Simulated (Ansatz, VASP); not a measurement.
**KF in VASP and in Ansatz**

Contents of INCAR:

```
SYSTEM = KF
ALGO     = Normal         ! electronic algorithm
EDIFF    = 1E-6           ! SCF threshold, eV
ENCUT    = 520            ! plane-wave cutoff, eV
GGA      = PS             ! functional
ISIF     = 2              ! what is computed and relaxed
ISMEAR   = 0              ! smearing method
LASPH    = .True.         ! aspherical terms in the spheres
LCHARG   = .False.        ! write CHGCAR
LREAL    = .False.        ! projectors in reciprocal space
LWAVE    = .False.        ! write WAVECAR
NBANDS   = 15             ! bands
NELM     = 60             ! most SCF steps
PREC     = Accurate       ! precision mode
SIGMA    = 0.05           ! smearing width, eV
```

File KPOINTS:

```
k-points
0
Gamma
  8 8 8
  0 0 0
```

File POSCAR:

```
KF
1.0
    2.9982386000      0.0000000000      0.0000000000
    0.0000000000      2.9982386000      0.0000000000
    0.0000000000      0.0000000000      3.2589550000
K F
1 1
Direct
    0.0000000000      0.0000000000      0.0000000000
    0.5000000000      0.5000000000      0.5000000000
```

Input for Ansatz:

```yaml
crystal:
  lattice:
    - [2.9982386, 0.0, 0.0]
    - [0.0, 2.9982386, 0.0]
    - [0.0, 0.0, 3.258955]
  atoms:
    - { symbol: K, position: [0.0, 0.0, 0.0] }
    - { symbol: F, position: [0.5, 0.5, 0.5] }
basis:
  ecutwfc: 420
kpoints:
  mp_grid: { grid: [8, 8, 8] }
hamiltonian:
  xc: pbesol
scf:
  occupations: { method: gaussian, width: 0.05 }
output:
  forces: true
  stress: true
  eigenvalues: true
```

Change from the starting cell: strain -0.080 along x and y, +0.000 along z, atoms carried along.

Alike in both runs: task single point; functional PBEsol; k mesh 8 × 8 × 8; occupations gaussian, width 0.05 eV; no spin polarisation.

```csv
,VASP,Ansatz
version,VASP 6.6.1,Ansatz 0.2.0
potentials or method,"VASP PAW PBE potentials, release 64 (K_sv, F)","scalar-relativistic, plane waves, PAW"
plane-wave cutoff (eV),520,420
valence electrons in the cell,16,16
```

|  | VASP | Ansatz | Ansatz less VASP |
| --- | --- | --- | --- |
| gap on the k mesh at the Fermi level (eV) | 7.16 | 7.18 | +0.022 |
| least direct gap on the mesh (eV) | 7.18 | 7.20 | +0.021 |
| pressure (GPa) | 4.6 | 4.4 | -0.23 |
| largest component of the traceless stress (GPa) | 5.66 | 5.64 | -0.023 |

With one functional, cell and mesh, what is left measures potentials, basis and numerics.

Caveats: the PAW data sets were made with another functional, which shifts forces and pressure a little (VASP). A k mesh can miss the band edges.
